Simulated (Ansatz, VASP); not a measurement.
## CdTe in VASP and in Ansatz

```xyz
2
Lattice="0.0000 3.2821 3.2821 3.2821 0.0000 3.2821 3.2821 3.2821 0.0000" Properties=species:S:1:pos:R:3 pbc="T T T"
Cd    0.0000    0.0000    0.0000
Te    4.9232    4.9232    4.9232
```

Alike in both runs: functional PBE; k mesh 8 × 8 × 8; occupations fermi-dirac, width 0.03 eV; no spin polarisation.

Ansatz relaxed the structure, and its values are those at the end. VASP's run is a single point on that final structure, the one shown.

```csv
,VASP,Ansatz
version,VASP 6.6.1,Ansatz 0.2.0
potentials or method,"VASP PAW PBE potentials, release 64 (Cd, Te)","PAW with Ansatz's default frozen-core files, scalar-relativistic"
plane-wave cutoff (eV),520,420
valence electrons in the cell,18,36
```

VASP gave:

* pressure (GPa): 1.0

What did Ansatz give for the same quantities?

Pressure (GPa): 0.9.

The two sets of potentials don't hold the same shells in valence. Ansatz warned: «stress_scf_threshold_loose».

Caveats: spin-orbit coupling is left out, which moves the levels of the heavy elements. PBE gaps usually lie below the measured ones, often by a third to a half.
